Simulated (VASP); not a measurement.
Wanted: the native input for a VASP 6.6.1 run.

* Task: single point
* Functional: PBE
* Potentials or basis: VASP PAW PBE potentials, release 64 (Sc_sv)
* Cutoff: 520 eV
* k mesh: 10 × 10 × 10
* Occupations: fermi-dirac, width 0.05 eV
* Spin: no spin polarisation
* Further INCAR settings: ALGO = Normal; EDIFF = 1e-07; NBANDS = 12

The structure of Sc lies in POSCAR:

```
Sc
1.0
   -0.0116770000      2.2503010000      2.2952860000
    2.2484430000     -0.0235140000      2.3071230000
    2.2121240000      2.2258190000      0.0128050000
Sc
1
Direct
   -0.0081780000      0.0007790000     -0.0045000000
```

This isn't the form of Sc at room conditions, which is hcp.

The cell isn't the ideal one: cell strained at random at fixed volume.

These files were run (other wordings do the same):

INCAR

```
SYSTEM = Sc
  PREC = Accurate
  ENCUT = 520
  EDIFF = 1E-7
  ISMEAR = -1
  SIGMA = 0.05
  LREAL = .FALSE.
  LASPH = .TRUE.
  NELM = 100
  ALGO = Normal
  ISIF = 2
  LWAVE = .FALSE.
  LCHARG = .FALSE.
  GGA = PE
  NBANDS = 12
```

KPOINTS

```
Automatic mesh
0
G
  10 10 10
  0 0 0
```

Potentials or basis: VASP PAW PBE potentials, release 64 (Sc_sv).

The run is started by

```bash
$ cat potpaw_PBE.64/Sc_sv/POTCAR > POTCAR
$ mpirun -np 1 vasp_std > vasp.out
```

It gave:

The pressure is 3.8 GPa and the band gap on the k mesh is none (metal or under the smearing width).

It took 39 s on 1 thread of Intel(R) Xeon(R) Platinum 8559C (Emerald Rapids) (shared host), peak memory 0.24 GiB.
